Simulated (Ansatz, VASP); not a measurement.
# MgS (Niningerite) in VASP and in Ansatz

```
Mg S
1.0
     0.00000    2.59089    2.59089
     2.59089    0.00000    2.59089
     2.59089    2.59089    0.00000
Mg S
1 1
Direct
  0.00000 0.00000 0.00000
  0.50000 0.50000 0.50000
```

Alike in both runs: functional PBEsol; k mesh 8 × 8 × 8; occupations fermi-dirac, width 0.02 eV; no spin polarisation.

Ansatz relaxed the structure, and its values are those at the end. VASP's run is a single point on that final structure, the one shown.

```csv
,VASP,Ansatz
version,VASP 6.6.1,Ansatz 0.2.0
potentials or method,"VASP PAW PBE potentials, release 64 (Mg, S)",PAW plane waves
plane-wave cutoff (eV),520,420
valence electrons in the cell,8,16
```

Ansatz gave:

- gap on the k mesh at the Fermi level (eV): 2.73
- pressure (GPa): 0.0

Task: What did VASP give for the same quantities?

Result: gap on the k mesh at the Fermi level (eV): 2.73; pressure (GPa): -0.2.

The functional is the same, so the differences come from potentials, cutoffs and numerics. The two sets of potentials don't hold the same shells in valence. Ansatz warned: «pseudo_functional_mismatch».

Caveats: the PAW data sets were made with another functional, which shifts forces and pressure a little (VASP). A k mesh can miss the band edges.
